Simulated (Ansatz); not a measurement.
# BP: the cost of one run

Program: Ansatz 0.2.0. Level of theory: DFT PBEsol, scalar-relativistic, plane waves, PAW. These are calculated values, not measurements.

3 further runs of the same task are left out: 1 that didn't finish, 2 set aside as unsound or not needed.

**1. The structure to begin with**

It takes space group F-43m (No. 216, cubic). Conventional cell: a = 4.520 Å, b = 4.520 Å, c = 4.520 Å, α = 90.00°, β = 90.00°, γ = 90.00°. Around B (site symmetry -43m) lie 4 P at 1.96 Å. P (site symmetry -43m) has 4 B at 1.96 Å as nearest neighbours.

Structure file:

```
CELL_PARAMETERS angstrom
0.00000 2.26009 2.26009
2.26009 0.00000 2.26009
2.26009 2.26009 0.00000
ATOMIC_POSITIONS crystal
B 0.00000 0.00000 0.00000
P 0.75000 0.75000 0.75000
```

It is the result of an earlier relaxation at this level (volume 11.54 Å³/atom; gap on the mesh: 1.12 eV).

**2. Relaxing at 12 GPa**

At a set pressure the run lowers the enthalpy E + PV, so the energy alone may rise along the way.

input.yaml

```yaml
crystal:
  lattice:
    - [0.0, 2.2600863884, 2.2600863884]
    - [2.2600863884, 0.0, 2.2600863884]
    - [2.2600863884, 2.2600863884, 0.0]
  atoms:
    - { symbol: B, position: [0.0, 0.0, 0.0] }
    - { symbol: P, position: [0.75, 0.75, 0.75] }
basis:
  ecutwfc: 420
kpoints:
  mp_grid: { grid: [10, 10, 10] }
hamiltonian:
  xc: pbesol
scf:
  occupations: { method: fixed }
output:
  forces: true
  stress: true
  eigenvalues: true
relax:
  adjacent_minimum: "off"
  f_tol: 0.001
  max_steps: 60
  cell: { stress_tol: 0.02, p_target: 12.0 }
```

Command:

```sh
ansatz run input.yaml --threads 1 --pin off --max-ram 3072MiB --backend cpu --events-out ev --progress --plain --runs-dir out
```

What time and memory should one allow on 1 thread of Arm Neoverse V2, shared host?

About 7.3 s, with a peak of 0.27 GiB.
